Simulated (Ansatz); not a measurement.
What does this script print? It uses the Python package of Ansatz (0.2.0).

Input file `fept.xyz`:
```text
2
Lattice="2.7235 0.0 0.0 0.0 2.7235 0.0 0.0 0.0 3.72" Properties=species:S:1:pos:R:3:initial_magmoms:R:1 pbc="T T T"
Fe    0.00000000    0.00000000    0.00000000  3.50
Pt    1.36175000    1.36175000    1.86000000  0.00
```

`fept.py`
```python
"""A displacement scan in FePt with warm starts."""

from dataclasses import dataclass

import ansatz as az
import numpy as np
import pandas as pd


@dataclass(frozen=True)
class Options:
    cutoff_ev: int = 510
    k_spacing: float = 0.42
    occupations: str = "gaussian"
    sigma: float = 0.15


opts = Options()

crystal = az.Crystal.from_extxyz("fept.xyz")

start = np.array(crystal.resolved().sites[1].position)
previous, rows = None, []
for step in range(5):
    target = start + step * 0.015 * np.eye(3)[2]
    calculation = (
        crystal.move(1, to=target).calculation()
        .functional(az.Functional.PBE)
        .basis(opts.cutoff_ev)  # cutoff of the orbital basis
        .kpoints(spacing=opts.k_spacing)
        .occupations(opts.occupations, width=opts.sigma)
        .spin("collinear")  # spin-polarised run
        .forces()  # minus the gradient of the free energy
    )
    session = calculation.session()
    if previous is not None:
        session.seed_next_step(previous)
    previous = session.plan(retain="density").execute()
    summary = previous.report
    shift = float(np.linalg.norm((target - start) @ np.array(summary["lattice"]["cell_ang"])))
    rows.append((step, shift, summary["lagrangian_ev"], float(np.linalg.norm(summary["forces_ev_ang"][1])), summary["n_iterations"], summary["n_symmetry_ops"]))
rows = [(row[0], row[1], 1000 * (row[2] - rows[0][2]), *row[3:]) for row in rows]
print(pd.DataFrame(rows, columns=["step", "moved A", "dE meV", "force on it eV/A", "iterations", "symmetry operations"]).round(4).to_string(index=False))
```

Output of `python fept.py`:
```text
 step  moved A   dE meV  force on it eV/A  iterations  symmetry operations
    0   0.0000   0.0000            0.0000          11                   16
    1   0.0558  14.0866            0.5050           8                    8
    2   0.1116  56.4436            1.0152           8                    8
    3   0.1674 127.7684            1.5450           9                    8
    4   0.2232 229.2998            2.0983           8                    8
```

What to keep in mind:
- Spin-orbit coupling, which matters for elements this heavy, is left out.
- The starting cell is as deposited in a crystallographic database; the results hold for this polymorph, which needn't be the stable one.
- The first step keeps the crystal's symmetry; the moved atom lowers it.
- Hardware and time: 11 s on 1 thread of Intel(R) Xeon(R) 6975P-C (Granite Rapids), on a shared host, peak memory 0.48 GiB.

(Lines on the test bed's own set-up are left out of the output.)
